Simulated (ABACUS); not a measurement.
Crystal: Ir.

```
CELL_PARAMETERS angstrom
0.00000 1.91560 1.91560
1.91560 0.00000 1.91560
1.91560 1.91560 0.00000
ATOMIC_POSITIONS crystal
Ir 0.00000 0.00000 0.00000
```

Base run:

```yaml
Program: ABACUS 3.10.1
Functional: PBE
Potentials_or_basis: PseudoDojo NC SR 0.4.1 PBE standard
Cutoff: 1361 eV
Density_cutoff: 5442 eV
Basis: DZP LCAO (the cutoffs set its grid)
k_mesh: 12 × 12 × 12
Occupations: fermi-dirac, width 0.05 eV
Spin: no spin polarisation
```

Its results: band gap on the k mesh none (metal or under the smearing width); pressure 12.4 GPa.

The run is repeated on the same cell with these changes: basis from DZP LCAO (the cutoffs set its grid) to TZDP LCAO (the cutoffs set its grid); orbital files from Ir Ir_confined-atom_7au_3s2p2d1f.orb to Ir Ir_confined-atom_7au_4s3p3d1f.orb. What comes out?

Band gap on the k mesh none (metal or under the smearing width); pressure 11.1 GPa.

Caveats: the atomic orbitals were generated for these runs and aren't a published set; the basis of atomic orbitals isn't converged, which shifts pressures, moduli and gaps.
